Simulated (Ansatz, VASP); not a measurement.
# CaSiS3: VASP beside Ansatz, part 2 of 2

One calculation is typed for both programs; each brings its own data sets. How far apart do they land? The cell is generated by rule, not measured, and may not be a known phase. The cell is taken from a series of runs on this material, whose earlier steps may have relaxed, scaled, displaced or heated it; both programs get it as it stands.

VASP 6.6.1 and Ansatz 0.2.0.

So far: Set-up; Ansatz: relaxation of cell and atoms, LDA, pair 1.

## (3) VASP: relaxation of cell and atoms, LDA, pair 1

Level of this step: LDA; plane waves and PAW (Ca_sv, Si, S); invented cell (VASP).

The same cell, functional (in two slightly different forms), mesh and smearing now go to VASP, with its own data sets.

Lines of VASP's logs that name or quote its potential files are left out, and so is its time.

The input, INCAR:

```
SYSTEM = CaSiS3
PREC = Accurate
ENCUT = 500
EDIFF = 1E-07
NELM = 120
ISMEAR = 1
SIGMA = 0.2
LREAL = .FALSE.
ALGO = Normal
GGA = CA
NBANDS = 42
LORBIT = 11
LWAVE = .FALSE.
LCHARG = .FALSE.
ISIF = 3
IBRION = 2
NSW = 80
EDIFFG = -0.005
LASPH = .TRUE.
GGA_COMPAT = .FALSE.
NELMIN = 4
KPAR = 2
```

The input, POSCAR:

```
CaSiS3
1.0
   -3.1621970000      4.4635370000      3.2099570000
    3.1621970000     -4.4635370000      3.2099570000
    3.1621970000      4.4635370000     -3.2099570000
Ca Si S
2 2 6
Direct
    0.7330897486      0.9830898046      0.7499999440
    0.2669101394      0.0169101954      0.2499999440
    0.0000000000      0.5000000000      0.5000000000
    0.5000000000      0.5000000000      0.0000000000
    0.8425740813      0.5925741373      0.2499999440
    0.1574258067      0.4074258627      0.7499999440
    0.3088646744      0.4999998431      0.3088646733
    0.6911350578      0.4999998431      0.6911350566
    0.3088648302      0.9999999988      0.8088646733
    0.6911350578      0.0000000012      0.1911352147
```

The input, KPOINTS:

```
Automatic mesh
0
Gamma
8 8 8
0 0 0
```

Potentials, in the order of the species: Ca_sv, Si and S (LDA family, release 64).

On the command line:

```console
$ mpirun -np 2 vasp_std
```

Numbers of over 12 decimals in the logs are rounded to 6 here.

Output:

```text
[banner, memory and clock lines left out]
running    2 mpi-ranks, on    1 nodes
 distrk:  each k-point on    1 cores,    2 groups
 distr:  one band on    1 cores,    1 groups

 POSCAR found type information on POSCAR CaSiS
 POSCAR found :  3 types and      10 ions
 LDA part: xc-table for (Slater(with rela. corr.)+CA(PZ))
 , standard interpolation
 POSCAR, INCAR and KPOINTS ok, starting setup
 FFT: planning ... GRIDC
 FFT: planning ... GRID_SOFT
 FFT: planning ... GRID
 WAVECAR not read
 entering main loop
       N       E                     dE             d eps       ncg     rms          rms(c)
DAV:   1     0.458094426792E+03    0.45809E+03   -0.28769E+04  8004   0.136E+03
DAV:   2    -0.154430399899E+02   -0.47354E+03   -0.45491E+03  9688   0.331E+02
DAV:   3    -0.545707197742E+02   -0.39128E+02   -0.38277E+02 11670   0.846E+01
DAV:   4    -0.562612995019E+02   -0.16906E+01   -0.16851E+01 13056   0.163E+01
DAV:   5    -0.563370995031E+02   -0.75800E-01   -0.75781E-01 11584   0.253E+00    0.166E+01
DAV:   6    -0.549191062433E+02    0.14180E+01   -0.30053E+00  9820   0.582E+00    0.116E+01
DAV:   7    -0.548083578457E+02    0.11075E+00   -0.10413E+00 10384   0.375E+00    0.393E+00
DAV:   8    -0.547867794605E+02    0.21578E-01   -0.17948E-01 10152   0.168E+00    0.111E+00
DAV:   9    -0.547859321088E+02    0.84735E-03   -0.18798E-02  9848   0.615E-01    0.337E-01
DAV:  10    -0.547859515028E+02   -0.19394E-04   -0.17233E-03 14648   0.169E-01    0.170E-01
DAV:  11    -0.547859691226E+02   -0.17620E-04   -0.15296E-04 10184   0.513E-02    0.421E-02
DAV:  12    -0.547859672173E+02    0.19053E-05   -0.30731E-05 11184   0.254E-02    0.210E-02
DAV:  13    -0.547859684529E+02   -0.12356E-05   -0.67469E-06 10680   0.121E-02    0.986E-03
DAV:  14    -0.547859682311E+02    0.22181E-06   -0.14929E-06  9008   0.478E-03    0.543E-03
DAV:  15    -0.547859682441E+02   -0.12997E-07   -0.23626E-07  7624   0.218E-03
   1 F= -.54785968E+02 E0= -.54788320E+02  d E =-.547860E+02
[...]
2 F= -.54786117E+02 E0= -.54788472E+02  d E =-.148441E-03
[...]
3 F= -.54786128E+02 E0= -.54788484E+02  d E =-.159414E-03
[...]
4 F= -.54786232E+02 E0= -.54788584E+02  d E =-.104232E-03
 trial-energy change:   -0.000104  1 .order   -0.000105   -0.000146   -0.000064
 step:   1.9876(harm=  1.9116)  dis= 0.00223  next Energy=   -54.786259 (dE=-0.131E-03)
 bond charge predicted
       N       E                     dE             d eps       ncg     rms          rms(c)
DAV:   1    -0.547862862502E+02   -0.54434E-04   -0.11782E-02  8044   0.523E-01    0.805E-02
DAV:   2    -0.547862796694E+02    0.65808E-05   -0.77962E-04 10326   0.141E-01    0.439E-02
DAV:   3    -0.547862596712E+02    0.19998E-04   -0.35123E-05 10964   0.313E-02    0.244E-02
DAV:   4    -0.547862535829E+02    0.60883E-05   -0.24177E-05 13560   0.210E-02    0.701E-03
DAV:   5    -0.547862538324E+02   -0.24946E-06   -0.23820E-06 11400   0.637E-03    0.333E-03
DAV:   6    -0.547862538904E+02   -0.57972E-07   -0.26001E-07  8906   0.190E-03
   5 F= -.54786254E+02 E0= -.54788603E+02  d E =-.126232E-03
 curvature:  -1.45 expect dE=-0.725E-05 dE for cont linesearch -0.430E-06
 trial: gam= 0.12372 g(F)=  0.136E-05 g(S)=  0.363E-05 ort =-0.786E-05 (trialstep = 0.125E+01)
 search vector abs. value=  0.624E-05
 reached required accuracy - stopping structural energy minimisation
```

Parts of OUTCAR (step 3):

```text
ion  position               nearest neighbor table
   1  0.733  0.983  0.750-   6 2.72   9 2.77   8 2.77  10 2.77   7 2.77
   2  0.267  0.017  0.250-   5 2.72   8 2.77  10 2.77   7 2.77   9 2.77
   3  0.000  0.500  0.500-   6 2.31   5 2.31   7 2.31   9 2.31   8 2.31  10 2.31
   4  0.500  0.500  0.000-   5 2.31   6 2.31   9 2.31   7 2.31  10 2.31   8 2.31
   5  0.843  0.593  0.250-   4 2.31   3 2.31   2 2.72
   6  0.157  0.407  0.750-   3 2.31   4 2.31   1 2.72
   7  0.309  0.500  0.309-   3 2.31   4 2.31   2 2.77   1 2.77
   8  0.691  0.500  0.691-   4 2.31   3 2.31   2 2.77   1 2.77
   9  0.309  1.000  0.809-   4 2.31   3 2.31   1 2.77   2 2.77
  10  0.691  0.000  0.191-   4 2.31   3 2.31   2 2.77   1 2.77

  LATTYP: Found a body centered orthorhombic cell.
 ALAT       =     6.3243940000
 B/A-ratio  =     1.0151034233
 C/A-ratio  =     1.4115303379

 Subroutine GETGRP returns: Found  8 space group operations
 (whereof  4 operations were pure point group operations)

The static configuration has the point symmetry C_2h.
 The point group associated with its full space group is D_2h.

 Found     95 irreducible k-points:

   k-points           NKPTS =     95   k-points in BZ     NKDIM =     95   number of bands    NBANDS=     42

   dimension x,y,z NGX =    48 NGY =   48 NGZ =   48
   dimension x,y,z NGXF=    96 NGYF=   96 NGZF=   96

   ENCUT  =  500.0 eV  36.75 Ry    6.06 a.u.  11.56 11.56 11.56*2*pi/ulx,y,z

   NELECT =      64.0000    total number of electrons

 k-points in reciprocal lattice and weights: Automatic mesh
   0.00000000  0.00000000  0.00000000       0.002
   0.12500000  0.00000000 -0.00000000       0.008
   0.25000000  0.00000000 -0.00000000       0.008
   0.37500000  0.00000000 -0.00000000       0.008
   0.50000000  0.00000000 -0.00000000       0.004
   0.00000000  0.12500000 -0.00000000       0.008
   0.12500000  0.12500000 -0.00000000       0.016
   0.25000000  0.12500000 -0.00000000       0.016
   0.37500000  0.12500000 -0.00000000       0.016
[...]
-0.37500000 -0.37500000  0.37500000       0.004
   0.50000000  0.50000000  0.50000000       0.002

 average (electrostatic) potential at core
       1 -42.6302       2 -42.6302       3 -86.4567       4 -86.4567       5 -85.8971
       6 -85.8971       7 -85.5897       8 -85.5897       9 -85.5897      10 -85.5897

 E-fermi :   5.8704

 k-point     1 :       0.0000    0.0000    0.0000
  band No.  band energies     occupation
    ...
     28       4.7776      2.00000
     29       4.8707      2.00000
     30       5.0711      2.00000
     31       5.2676      2.00017
     32       5.6774      2.04227
     33       6.0280      0.02608
     34       8.4485     -0.00000
     35       8.4646     -0.00000
     36       8.8777     -0.00000
     37       8.9177     -0.00000
    ...

 k-point     2 :       0.1250    0.0000   -0.0000
  band No.  band energies     occupation
    ...
     28       4.7718      2.00000
     29       4.9306      2.00000
     30       5.0499      2.00000
     31       5.2590      2.00014
     32       5.6762      2.04366
     33       6.0558     -0.03159
     34       8.2357     -0.00000
     35       8.5156     -0.00000
     36       8.9279     -0.00000
     37       8.9934     -0.00000
    ...

 k-point     3 :       0.2500    0.0000   -0.0000
  band No.  band energies     occupation
    ...
     28       4.7574      2.00000
     29       4.8267      2.00000
     30       5.1617      2.00001
     31       5.2041      2.00003
     32       5.6126      2.06974
     33       6.0563     -0.03240
     34       7.6232     -0.00000
     35       8.6784     -0.00000
     36       9.1256     -0.00000
     37       9.2233     -0.00000
    ...

  Total        0.0126315      0.0237210     -0.0054437      0.0000000      0.0000000      0.0000000
  in kB        0.1116386      0.2096498     -0.0481118      0.0000000      0.0000000      0.0000000
  external PRESSURE =       0.0910589 kB  Pullay stress =       0.0000000 kB

  energy-cutoff  :      500.00
  volume of cell :      181.28
      direct lattice vectors                 reciprocal lattice vectors
    -3.162321412  4.460606415  3.212842383     0.000000000  0.112092382  0.155625437
     3.162321412 -4.460606415  3.212842383     0.158111695  0.000000000  0.155625437
     3.162321412  4.460606415 -3.212842383     0.158111695  0.112092382  0.000000000

 POSITION                                       TOTAL-FORCE (eV/Angst)
 -----------------------------------------------------------------------------------
      3.16232      2.23030      3.10669        -0.000000     -0.000000      0.003191
      0.00000      2.23030      0.10615        -0.000000     -0.000000     -0.003191
      3.16232      0.00000      0.00000         0.000000     -0.000000      0.000000
      0.00000      0.00000      3.21284         0.000000     -0.000000      0.000000
      0.00000      2.23030      3.80462        -0.000000     -0.000000      0.001805
      3.16232      2.23030     -0.59178         0.000000     -0.000000     -0.001805
      1.58116      0.52158      1.60642         0.000000     -0.000592      0.000000
      1.58116      3.93903      1.60642         0.000000      0.000592      0.000000
      4.74348      0.52158      1.60642        -0.000000     -0.000592      0.000000
     -1.58116      3.93903      1.60642        -0.000000      0.000592      0.000000
 -----------------------------------------------------------------------------------
    total drift:                                0.000512      0.001274      0.000904

  FREE ENERGIE OF THE ION-ELECTRON SYSTEM (eV)
  ---------------------------------------------------
  free  energy   TOTEN  =       -54.7862538904 eV

  energy  without entropy=      -54.7933012622  energy(sigma->0) =      -54.78860301

 reached required accuracy - stopping structural energy minimisation

 total charge
# of ion       s       p       d       tot
------------------------------------------
    1        2.035   5.844   0.285   8.164
    2        2.035   5.844   0.285   8.164
    3        0.709   0.735   0.000   1.444
    4        0.709   0.735   0.000   1.444
    5        1.338   2.406   0.000   3.744
    6        1.338   2.406   0.000   3.744
    7        1.337   2.436   0.000   3.773
    8        1.337   2.436   0.000   3.773
    9        1.337   2.436   0.000   3.773
   10        1.337   2.436   0.000   3.773
--------------------------------------------------
tot         13.511  27.713   0.570  41.793

[... 3 further parts left out ...]
```

## (4) Side by side

Known differences besides the potentials themselves: the two LDA forms differ slightly; the cutoff is 420 eV in Ansatz and 500 eV in VASP; VASP's log shows a relativistic correction to its local exchange, Ansatz's none; Ansatz adds a Pulay correction to the stress that steers its cell, VASP none. Total energies have different zeros and are not compared.

Compared:

```tsv
quantity	Ansatz	VASP	difference
volume (Å³)	181.22	181.28	-0.03 %
edge a after relaxation, in the typed setting (Å)	6.342	6.342	+0.00 %
```

## (5) VASP: relaxation of cell and atoms, LDA, pair 2

The relaxed volume is the usual yardstick between codes: in a stiff, nearly cubic crystal its relative difference is about their pressure difference at one cell divided by the bulk modulus.

Changes to INCAR since step 3:

```diff
@@ -5,4 +5,4 @@
 NELM = 120
-ISMEAR = 1
-SIGMA = 0.2
+ISMEAR = 0
+SIGMA = 0.01
 LREAL = .FALSE.
@@ -21,2 +21,3 @@
 NELMIN = 4
+EFERMI = MIDGAP
 KPAR = 2
```

The input, POSCAR:

```
CaSiS3
1.0
    3.2503870000      1.8766120000      4.8869540000
   -3.2503870000      1.8766120000      4.8869540000
    0.0000000000     -3.7532240000      4.8869540000
Ca Si S
2 2 6
Direct
    0.7405754535      0.7499998698      0.7594245744
    0.2405754535      0.2499998698      0.2594245744
    0.4863133679      0.4929301184      0.5207563091
    0.9792435265      0.0070697515      0.0136867220
    0.1576145046      0.7499999652      0.3423854279
    0.8332603273      0.2499999340      0.6667396365
    0.3345448291      0.1634615089      0.7152913522
    0.6588989752      0.8391073627      0.2152913522
    0.7847086181      0.3365382925      0.1654551946
    0.2847084955      0.6608926237      0.8411009861
```

The input, KPOINTS:

```
Automatic mesh
0
Gamma
6 6 6
0 0 0
```

On the command line:

```console
$ mpirun -np 2 vasp_std
```

Output:

```text
[... set-up lines as in an earlier step ...]
 entering main loop
       N       E                     dE             d eps       ncg     rms          rms(c)
DAV:   1     0.459085817771E+03    0.45909E+03   -0.28767E+04  5712   0.135E+03
DAV:   2    -0.156791649025E+02   -0.47476E+03   -0.45666E+03  6952   0.331E+02
DAV:   3    -0.547335827551E+02   -0.39054E+02   -0.38232E+02  8448   0.843E+01
DAV:   4    -0.563828330566E+02   -0.16493E+01   -0.16439E+01  9464   0.159E+01
[...]
DAV:  13    -0.549992736719E+02   -0.12293E-05   -0.49727E-06  7856   0.101E-02    0.466E-03
DAV:  14    -0.549992734886E+02    0.18329E-06   -0.79675E-07  6624   0.439E-03    0.292E-03
DAV:  15    -0.549992734892E+02   -0.54115E-09   -0.13611E-07  4840   0.157E-03
   1 F= -.54999273E+02 E0= -.54999273E+02  d E =-.549993E+02
[... from here on, the cycles between the ionic steps are left out ...]
   2 F= -.55006288E+02 E0= -.55006288E+02  d E =-.701465E-02
   3 F= -.55006441E+02 E0= -.55006441E+02  d E =-.716755E-02
   6 F= -.55009281E+02 E0= -.55009281E+02  d E =-.659185E-03
   7 F= -.55009653E+02 E0= -.55009653E+02  d E =-.103153E-02
   8 F= -.55009970E+02 E0= -.55009970E+02  d E =-.316134E-03
   9 F= -.55010024E+02 E0= -.55010024E+02  d E =-.370260E-03
  10 F= -.55010112E+02 E0= -.55010112E+02  d E =-.885039E-04
  11 F= -.55010116E+02 E0= -.55010116E+02  d E =-.925973E-04
  12 F= -.55010189E+02 E0= -.55010189E+02  d E =-.726851E-04
  13 F= -.55010198E+02 E0= -.55010198E+02  d E =-.815205E-04
  14 F= -.55010222E+02 E0= -.55010222E+02  d E =-.237119E-04
  15 F= -.55010223E+02 E0= -.55010223E+02  d E =-.252302E-04
  16 F= -.55010229E+02 E0= -.55010229E+02  d E =-.568705E-05
 trial-energy change:   -0.000006  1 .order   -0.000006   -0.000007   -0.000005
 step:   3.7174(harm=  3.7174)  dis= 0.00063  next Energy=   -55.010233 (dE=-0.100E-04)
 reached required accuracy - stopping structural energy minimisation
```

From OUTCAR (step 5):

```text
  Total        0.0008935     -0.0041160      0.0004714     -0.0043383     -0.0006133      0.0010622
  in kB        0.0079291     -0.0365277      0.0041836     -0.0385007     -0.0054429      0.0094270
  external PRESSURE =      -0.0081383 kB  Pullay stress =       0.0000000 kB

 POSITION                                       TOTAL-FORCE (eV/Angst)
 -----------------------------------------------------------------------------------
      0.02036     -0.05709     11.08352        -0.002236     -0.003872      0.000000
     -0.02315     -0.07087      3.69451         0.000055      0.000095     -0.000000
      0.00613     -0.13463      7.38846        -0.000207      0.001964      0.000664
      3.17746      1.79901      4.93443         0.001805      0.000803     -0.000664
     -1.89120      0.42020      6.14964         0.000316      0.000548     -0.000000
      1.91673     -0.49911      8.62838        -0.001148     -0.001988      0.000000
      0.57686     -1.76139      5.97944        -0.001685      0.001845     -0.001032
     -0.55358      1.97758      8.45433         0.001006      0.000180     -0.000165
      1.48328      1.47989      6.34345         0.002440     -0.000537      0.001032
     -1.20106     -1.41320      8.77882        -0.000347      0.000962      0.000165
 -----------------------------------------------------------------------------------
    total drift:                                0.001101     -0.000834      0.000030

  FREE ENERGIE OF THE ION-ELECTRON SYSTEM (eV)
  ---------------------------------------------------
  free  energy   TOTEN  =       -55.0102287245 eV

  energy  without entropy=      -55.0102287245  energy(sigma->0) =      -55.01022872

[... 1 part as in an earlier step ...]

[... 3 further parts left out ...]
[key lines of the parts left out:]
E-fermi :   5.9949
```

The run keeps the 2 symmetry operations of its start, so it cannot find a distortion of lower symmetry.

## (6) Ansatz: relaxation of cell and atoms, LDA, pair 2

The same cell, functional (in two slightly different forms) and mesh now go to Ansatz, which takes its cutoff from its data sets.

The cell is taken from a series of runs on this material, whose earlier steps may have relaxed, scaled, displaced or heated it; both programs get it as it stands.

The input, input.yaml:

```yaml
crystal:
  lattice:
    - [3.2503872302, 1.8766119423, 4.8869535632]
    - [-3.2503872302, 1.8766119423, 4.8869535632]
    - [0.0, -3.7532238846, 4.8869535632]
  atoms:
    - { symbol: Ca, position: [0.7405754334, 0.75, 0.7594245666] }
    - { symbol: Ca, position: [0.2405754334, 0.25, 0.2594245666] }
    - { symbol: Si, position: [0.4863133469, 0.4929302418, 0.5207564113] }
    - { symbol: Si, position: [-0.0207564113, 0.0070697582, 0.0136866531] }
    - { symbol: S, position: [0.1576144878, 0.75, 0.3423855122] }
    - { symbol: S, position: [0.8332602937, 0.25, 0.6667397063] }
    - { symbol: S, position: [0.3345447924, 0.1634615958, 0.7152913915] }
    - { symbol: S, position: [0.6588989866, 0.8391074017, 0.2152913915] }
    - { symbol: S, position: [0.7847086085, 0.3365384042, 0.1654552076] }
    - { symbol: S, position: [0.2847086085, 0.6608925983, 0.8411010134] }
kpoints:
  mp_grid: { grid: [6, 6, 6] }
hamiltonian:
  xc: lda
  pseudopotentials: { kind: paw, azcp: { folder: soft_1 }, xc_functional: pbe }
scf:
  occupations: { method: fixed }
output:
  forces: true
  stress: true
  eigenvalues: true
relax:
  adjacent_minimum: "off"
  f_tol: 0.002
  max_steps: 120
  cell: { stress_tol: 0.03 }
```

On the command line:

```console
$ ansatz run input.yaml --threads 4 --pin off --max-ram 16384MiB --backend cpu --events-out ev --progress --plain --runs-dir out
```

Output:

```text
[...]
Crystal: 10 atoms, lattice volume = 178.854 Å³
Basis set: ecut = 420 eV, 3497 PW (Γ)
Bands: 42, of which v1, the nominal top of the filled ones, is band 32 counted from 1 (31 counted from 0)
Symmetry: 2 space group operations
[...]
k-points: 68 of 216 (time reversal used)
[...]
- { symbol: Si, position: [0.486570, 0.492907, 0.520410] }
    - { symbol: Si, position: [-0.020410, 0.00709255, 0.013430] }
    - { symbol: S, position: [0.160105, 0.750000, 0.339895] }
    - { symbol: S, position: [0.830501, 0.250000, 0.669499] }
    - { symbol: S, position: [0.335487, 0.162938, 0.713400] }
    - { symbol: S, position: [0.658296, 0.840527, 0.218128] }
    - { symbol: S, position: [0.786600, 0.337062, 0.164513] }
    - { symbol: S, position: [0.281872, 0.659473, 0.841704] }
[key lines of the parts left out:]
SCF converged after 5 iterations
Free energy (F): -9990.319066 eV
Fermi energy:    7.814232 eV
P = ⅓ Tr σ = 0.0008 GPa (0.008 kbar)
```

## (7) Comparison

What differs besides the data sets and the points named for the pairs above, as far as they apply: fixed occupations in Ansatz, narrow Gaussian smearing in VASP. Total energies have different zeros and are not compared.

Compared:

```tsv
quantity	Ansatz	VASP	difference
volume (Å³)	180.39	180.53	-0.08 %
edge a after relaxation, in the typed setting (Å)	6.211	6.210	+0.03 %
edge b after relaxation, in the typed setting (Å)	6.160	6.164	-0.08 %
```

## (8) Outcome

```json
{
 "difference in volume (relaxation of cell and atoms, LDA, pair 1)": "-0.033 %",
 "difference in volume (relaxation of cell and atoms, LDA, pair 2)": "-0.078 %"
}
```

What this shows: The difference in volume is -0.078 % (relaxation of cell and atoms, LDA, pair 2), within the 1.2 % picked in this series as the mark of a large difference, as far as the stopping tolerances let one tell. 1 further run of this series is not shown here. How closely two codes agree says nothing of how well the functional describes the real material.

[Lines on the potential files, build, host, timing and source positions are cut from VASP's logs without a mark.]

[Logs are printed without paths, hosts, clocks, repeated set-up lines and the standing remarks that a program may print on its own settings, such as how far it seeks lower states.]

[Hosts, paths, dates, database ids (printed as entryN), source tags and the programs' standing remarks are cut or masked in the printed files.]
